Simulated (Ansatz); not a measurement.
# TlBr: how the settings move a single-point run

How sensitive is a single-point run of TlBr to its settings? A reference run comes first, then one run with altered input.

Computed with Ansatz 0.2.0 (reference: DFT, PBEsol, all-electron LAPW, scalar-relativistic; levels and slopes on a fine mesh, independent-particle optical spectra, unless a step's input says otherwise).

## 1. The system as given

It takes space group Pm-3m (No. 221, cubic). Conventional cell: a = 3.915 Å, b = 3.915 Å, c = 3.915 Å, α = 90.00°, β = 90.00°, γ = 90.00°. Tl (site symmetry m-3m) has 8 Br at 3.39 Å as nearest neighbours. Around Br (site symmetry m-3m) lie 8 Tl at 3.39 Å.

Coordinates:

```
CELL_PARAMETERS angstrom
3.91453 0.00000 0.00000
0.00000 3.91453 0.00000
0.00000 0.00000 3.91453
ATOMIC_POSITIONS crystal
Tl 0.00000 0.00000 0.00000
Br 0.50000 0.50000 0.50000
```

## 2. Reference

input.yaml reads:

```yaml
crystal:
  lattice:
    - [3.9145326198, 0.0, 0.0]
    - [0.0, 3.9145326198, 0.0]
    - [0.0, 0.0, 3.9145326198]
  atoms:
    - { symbol: Tl, position: [0.0, 0.0, 0.0] }
    - { symbol: Br, position: [0.5, 0.5, 0.5] }
kpoints:
  mp_grid: { grid: [6, 6, 6] }
scf:
  occupations: { method: fixed }
hamiltonian:
  xc: pbesol
  pseudopotentials: { kind: all_electron, lapw: { basis_error: 0.001 } }
output:
  forces: true
  stress: true
  eigenvalues: true
  eigenstates:
    nscf_kmesh: { grid: [10, 10, 10] }
    de_dk: true
    e_range: [-4, 5.587571977886]
  optics:
    e_range: [0, 30]
    de: 0.2
    sigma: 0.25
    bands: { spectra_wanted_up_to: 30 }
    nscf_kmesh: { grid: [10, 10, 10] }
checkpoint:
  write: ck
  write_wavefunctions: false
```

Run with:

```bash
ansatz run input.yaml --threads 1 --pin off --max-ram 3072MiB --backend cpu --events-out ev --progress --plain --runs-dir out
```

## 3. Changing settings: xc rpbe

input.yaml: that of step 2 with these lines changed.

```diff
@@ -13,3 +13,3 @@
 hamiltonian:
-  xc: pbesol
+  xc: rpbe
   pseudopotentials: { kind: all_electron, lapw: { basis_error: 0.001 } }
```

**Question.** What will these runs give? Wanted: for each run, ending; energy change; pressure; gap; force.

As calculated:

| run | ending | energy change | pressure (GPa) | gap (eV) | force (eV/Å) | cycles | time |
| --- | --- | --- | --- | --- | --- | --- | --- |
| reference | converged | - | 0.0 | 1.59 | 0.00 | - | 88 s |
| 1: xc rpbe | converged | not comparable | 4.8 | 1.86 | 0.00 | 13 | 98 s |

Residual by cycle in the longest SCF loop of each run; runs are numbered as in the table. The quantity is the density residual dr2, in eV.

| cycle | reference | run 1 |
| --- | --- | --- |
| 1 | 0.395 | 0.476 |
| 2 | 0.0797 | 0.101 |
| 3 | 0.0315 | 0.0368 |
| 4 | 0.00125 | 0.00165 |
| 5 | 4.3e-5 | 4.3e-5 |
| 6 | 7.8e-6 | 8.4e-6 |
| 8 | 1.0e-7 | 1.4e-7 |
| 9 | 1.2e-8 | 1.5e-8 |
| 10 | 1.4e-9 | 9.4e-10 |
| 11 | 7.7e-11 | 2.1e-11 |
| 12 | 1.9e-12 | 2.3e-12 |
| 13 | 1.2e-13 | 3.7e-13 |

What this shows: After a change of functional the difference of the totals has no physical meaning; the pressure goes from 0.0 to 4.8 GPa and the gap on the mesh goes from 1.59 to 1.86 eV. At this fixed cell a higher pressure means that this functional prefers a larger volume than the reference. The gap of the reference lacks spin-orbit coupling, though the cell holds Tl.

The gaps are Kohn-Sham values of a semilocal functional, not quasiparticle or optical gaps. Such gaps usually fall short of the measured ones; spin-orbit coupling, left out here, narrows gaps with Tl, so the two errors partly cancel.
